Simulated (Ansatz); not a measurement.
# AlCu₃ under pressure: fit and missing row

AlCu₃, Pmmn, a = 4.176 Å, b = 5.118 Å, c = 4.473 Å. The structure is a Materials Project entry; whether it is the stable form wasn't checked. Ansatz: PBEsol, PAW, 420 eV, Γ-centred 8×8×8 mesh on 8 atoms, Gaussian smearing 0.10 eV; no spin polarisation. Cell and atoms are relaxed at each pressure, and no other structure is tried, so the rows at high pressure may lie past a change of phase.

| V (Å³/atom) | P (GPa) |
| --- | --- |
| 10.376 | 29.99 |
| 11.018 | 14.98 |
| 11.402 | 7.99 |
| 11.726 | 3.01 |
| 11.949 | 0.01 |
| ? | -2.99 |

Q: Take V0 = 11.949 Å³/atom, count pressures from its P0 = 0.01 GPa, fit the third-order Birch–Murnaghan form to the other rows, and predict the missing volume.

A: With the Eulerian strain f = ½[(V0/V)^(2/3) − 1] and y = (P − P0)/[3f(1 + 2f)^(5/2)], the form is the line y = B0 + 1.5 B0 (B0′ − 4) f. Rows (f, y): 0.04934, 160.1; 0.02778, 156.9; 0.01587, 155.0; 0.00632, 153.3. Means f = 0.02483, y = 156.32; Σ(Δf)² = 0.001032, ΣΔfΔy = 0.1621; the slope is their ratio. y = 152.4 + 157.0 f GPa, so B0 = 152.4 GPa and B0′ = 4 + 2 × (157.0)/(3 × 152.4) = 4.69. P = -2.99 GPa is met at f = -0.00684 (y = 151.33), so V = V0 (1 + 2f)^(−3/2) = 12.198 Å³/atom. The run gave 12.198 Å³/atom, the same to the digits shown. The form still works here, 22 % of the fitted range beyond its end.

The mesh isn't the same in all rows (8×8×8, 10×8×8).